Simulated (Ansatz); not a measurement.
# One run on Co (Im-3m): parallel moments

These are results of DFT, PBE, all-electron LAPW, scalar-relativistic (Ansatz 0.2.0), not measurements.

Command: `ansatz run input.yaml --threads 1 --pin off --max-ram 3072MiB --backend cpu --events-out ev --progress --plain --runs-dir out`

```yaml
crystal:
  lattice:
    - [-1.40232, 1.40232, 1.40232]
    - [1.40232, -1.40232, 1.40232]
    - [2.80464, 2.80464, 0.0]
  atoms:
    - { symbol: Co, position: [0.0, 0.0, 0.0], spin: 2.0 }
    - { symbol: Co, position: [0.5, 0.5, 0.5], spin: 2.0 }
magnetization:
  spin_polarized: true
kpoints:
  mp_grid: { grid: [15, 15, 9] }
scf:
  occupations: { method: fermi_dirac, width: 0.05 }
  lower_state_search: "off"
hamiltonian:
  xc: pbe
  pseudopotentials: { kind: all_electron, lapw: { basis_error: 0.001 } }
output:
  forces: true
  stress: true
  eigenvalues: true
  populations: true
```

Output:

```
Co: projections on atomic orbitals take those of the free atom 1s2 2s2 2p6 3s2 3p6 3d7 4s2, of charge +0.00 (hamiltonian.pseudopotentials.projection_atoms)
LAPW: plane waves up to 9.255 Å⁻¹, error target 1.0e-3 eV per atom; small_component_spin mean_spin; Co in spheres of 1.214 Å, 17 of its electrons in bands, Dirac shells [] (how accurate: hamiltonian.pseudopotentials.lapw.basis_error, Limitations)
Engine: ansatz 0.2.0
Pseudopotentials: kind: all_electron
Pseudopotential: Co, LAPW, valence charge 17, lapw/all_electron/scalar/gaussian/Co, Koelling and Harmon's equation, gaussian nucleus
Functional definition: PBE
  parameter kappa = 0.804
  parameter beta = 0.06672455060314922
  exchange = pbe_x(kappa = kappa, mu = beta*pi^2/3)
  correlation = pbe_c(beta = beta)
Crystal: 2 atoms, lattice volume = 22.061 Å³
Basis set: ecut = 326.36845818712555 eV, 291 PW (Γ), exchange–correlation at level 2
Bands: 23, of which v1, the nominal top of the filled ones, is band 17 counted from 1 (16 counted from 0)
Symmetry: 16 space group operations
Space group: Im-3m (ITA 229), of the structure as read, at distance tolerance 2.8e-5 Å
Magnetic group: BNS 229.140 (UNI 1642), of the structure as read, at distance tolerance 2.8e-5 Å
k-points: 320 of 2025
Non-local potential: Co, projectors of the file, none
Initial density: superposition of atomic densities (chi_scale 0.1, normalization cell)
Starting moments: Σ|m| = 4 μB on 2 of 2 sites
Initial wavefunctions: plane waves of lowest kinetic energy (no species holds an atomic orbital)
Functional: x = pbe(κ = 0.804, μ = 0.2195149727645171), c = pbe(β = 0.06672455060314922)
iter 1 solved again at ethr=2.97e-5 eV; its pass at ethr=1.00e-1 eV (dr2=1.01e-2 eV) is discarded
SCF iter   1: F=—  HF=-75834.871576 eV  |F-HF|=—  |Δ(HF+E_count)|=         —  Δρ=1.37e-2 (↑1.09e-2 ↓1.37e-2)  dr2=1.03e-2  dr2_m=2.43e-2  M=3.536 μB ∫|m|=3.638 μB  β_m=0.30  ethr=2.97e-5  ⟨swp⟩=3.3  Hψ=113423  notcnv=0
preconditioner: auto → none  [metal: Δε(μ)=0.003 eV  Ē_g=9.260 eV  σ=0.050 eV  W_gap=0.01  n_scr=6 (ndim 8)  ℏωp=33.5 eV  f_vac=0.000  D(μ)=3.48/eV (n_scr^D=46)  sad-step TF]
[...]
the basis was enlarged: its passes take 1.1 MiB over the memory plan, 2 of 2 planned eigensolver slots
[...]
  E_band       = -487.306597
  E_kinetic    = 76963.627557
  E_xc         = -3249.699257
  E_electrostatic = -149548.911350  (all electrons and nuclei)
  E_smearing   = -0.024030  (= −TS)
  E_closure    = 0.000000  (closes the sum)
  E_atoms      = -75818.578525  (free atoms, spherical and without spin; not in F)
  Σ components = -75835.007080   (vs F -75835.007080, Δ=0.00e0)
  Basis errors (estimates in eV, not in F): energy 3.0e-4 per atom: plane waves 2.4e-4 (1.2e-4 summed), levels above the bands 1.2e-82, relativity 4.4e-8, radial functions 5.9e-5, core shells 5.1e-9; eigenvalues (radial functions only) 7.4e-7; not estimated: angular momenta, meshes, grids; target (lapw.basis_error) 1.0e-3; muffin-tin radii Co 1.214 Å
--- Forces (eV/Å), atoms counted from 1 ---
  atom   1  Co     0.00000000     0.00000000     0.00000000
  atom   2  Co     0.00000000     0.00000000     0.00000000
  max |Σ_I F_I| component: 5.42e-31 eV/Å
--- Stress (GPa, compression-positive) ---
        1.105243       0.074957      -0.000000
        0.074957       1.105243      -0.000000
       -0.000000      -0.000000       1.037911
  P = ⅓ Tr σ = 1.0828 GPa (10.828 kbar)
--- Band table (eV; the first three rows and the last of 640) ---
  k-point 0 ↑: bands = ["-77.4344", "-77.3795", "-40.8156", "-40.6143", "-40.5108", "-40.5099", "-40.5093", "-40.5092", "9.7698", "13.5425", "15.0324", "16.0220", "16.0225", "16.0229", "17.0827", "17.0830", "17.1542", "17.2473", "18.4751", "18.8701", "25.3331", "37.1547", "38.6038"]
  k-point 1 ↑: bands = ["-77.4327", "-77.3812", "-40.8065", "-40.6111", "-40.5186", "-40.5124", "-40.5108", "-40.5099", "9.8983", "13.5312", "15.0605", "15.9907", "16.0200", "16.0860", "17.0516", "17.0851", "17.1226", "17.2397", "18.3543", "18.3867", "26.1085", "37.3085", "38.8209"]
  k-point 2 ↑: bands = ["-77.4280", "-77.3860", "-40.7802", "-40.6021", "-40.5455", "-40.5216", "-40.5107", "-40.5100", "10.2771", "13.4479", "15.1419", "15.8999", "16.0037", "16.2707", "16.9515", "16.9792", "17.0931", "17.2187", "17.4204", "18.1388", "27.9422", "37.7637", "39.4541"]
  k-point 319 ↓: bands = ["-75.1545", "-75.1468", "-38.6453", "-38.6296", "-38.5393", "-38.5168", "-38.4931", "-38.4505", "15.5792", "15.7026", "16.0258", "16.4437", "17.5995", "18.1818", "18.5681", "18.6825", "20.0670", "20.1154", "23.1918", "24.2585", "27.0910", "27.4632", "31.8739"]
--- Löwdin populations: 2 sites ---
  site symbol       q [e]    m [muB]
     0     Co     26.7674     1.8130
     1     Co     26.7674     1.8130
  spilling = 0.008614 (of n_electrons = 54.000000)
```

populations.tsv:

```
# site	symbol	l	j	q_up	q_dn
# orbitals = lowdin
# n_electrons = 54.000000
# spilling = 0.008614
# projection_atom_Co: 1s2 2s2 2p6 3s2 3p6 3d7 4s2
0	Co	0_1S	-	0.999994	0.999994
0	Co	0_2S	-	0.999705	0.999711
0	Co	0_3S	-	0.992584	0.992866
0	Co	0_4S	-	0.488437	0.502850
0	Co	1_2P	-	2.999998	2.999997
0	Co	1_3P	-	2.999202	2.999051
0	Co	2_3D	-	4.810286	2.982756
1	Co	0_1S	-	0.999994	0.999994
1	Co	0_2S	-	0.999705	0.999711
1	Co	0_3S	-	0.992584	0.992866
1	Co	0_4S	-	0.488437	0.502850
1	Co	1_2P	-	2.999998	2.999997
1	Co	1_3P	-	2.999202	2.999051
1	Co	2_3D	-	4.810286	2.982756
```

Site moments (μB): Co1 1.80, Co2 1.80. Cell moment 3.49 μB.

The magnetic group in the log treats spin as a scalar label, without spin–orbit coupling.

The Ansatz runs typed with the search for lower states off end where their start leads. These are results for the start and cell typed. The real compound can order otherwise, in a larger cell, or not at all, since semilocal functionals at zero temperature often overstate magnetism.

It took 3.7 min on 1 thread of Intel(R) Xeon(R) Platinum 8259CL CPU @ 2.50GHz (Skylake/Cascade Lake), on a shared host, peak memory 1.1 GiB.
